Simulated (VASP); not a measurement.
**BaTe in VASP: one cell, several levels of theory**

One table from this session's results is given with a row withheld; the runs are named, their logs left out.

Code: VASP 6.6.1. PAW datasets, plane waves. Spin-unpolarised throughout; all numbers are computed.

## The structure to begin with

The cell comes from an earlier relaxation with r2SCAN in another program.

It is cubic, Fm-3m (No. 225); conventional cell a = 7.065 Å, 44.08 Å³ an atom. Around Ba lie 6 Te at 3.53 Å; around Te lie 6 Ba at 3.53 Å.

As a file:

```
CELL_PARAMETERS angstrom
0.00000 3.53239 3.53239
3.53239 0.00000 3.53239
3.53239 3.53239 0.00000
ATOMIC_POSITIONS crystal
Ba 0.00000 0.00000 0.00000
Te 0.50000 0.50000 0.50000
```

The first run:

The input, INCAR:

```
ENCUT = 520.000000
SIGMA = 0.020000
EDIFF = 1.00e-07
GGA = PE
PREC = Accurate
IBRION = -1
ISIF = 2
ISMEAR = -1
NBANDS = 15
NELM = 120
NSW = 0
LASPH = .TRUE.
LCHARG = .TRUE.
LELF = .TRUE.
LWAVE = .FALSE.
LREAL = .FALSE.
```

The input, KPOINTS:

```
KPOINTS created by Atomic Simulation Environment
0
Gamma
6 6 6
0 0 0
```

The input, KPOINTS_OPT:

```
special points
6
Reciprocal
0.0000000000 0.0000000000 0.0000000000 1
0.5000000000 0.0000000000 0.5000000000 1
0.5000000000 0.2500000000 0.7500000000 1
0.3750000000 0.3750000000 0.7500000000 1
0.5000000000 0.5000000000 0.5000000000 1
0.6250000000 0.2500000000 0.6250000000 1
```

The input, POSCAR:

```
Ba Te
 1.0000000000000000
     0.0000000000000000    3.5323868449000000    3.5323868449000000
     3.5323868449000000    0.0000000000000000    3.5323868449000000
     3.5323868449000000    3.5323868449000000    0.0000000000000000
 Ba  Te
   1   1
Cartesian
  0.0000000000000000  0.0000000000000000  0.0000000000000000
  3.5323868449000000  3.5323868449000000  3.5323868449000000
```

The run uses the recommended PBE PAW datasets (16 valence electrons a neutral cell).

On the command line:

```
> mpirun -np 1 vasp_std
```

Steps of the session up to this table: PBE; Single point with r2SCAN; Single point with LDA; Single point with PBEsol; Single point with PBE+SOC.

One of the session's tables, all rows but one given; the rest of the session is left out.

| level | gap (eV) | pressure (GPa) |
| --- | --- | --- |
| PBE | 1.58 | 0.30 |
| r2SCAN | 1.93 | 0.30 |
| LDA | 1.45 | -2.16 |
| PBEsol | 1.49 | -1.18 |
| PBE+SOC | ? | ? |

Estimate the missing values for PBE+SOC.

The run gave: gap (eV): 1.31; pressure (GPa): 0.30. In the column «gap (eV)» it is the lowest.
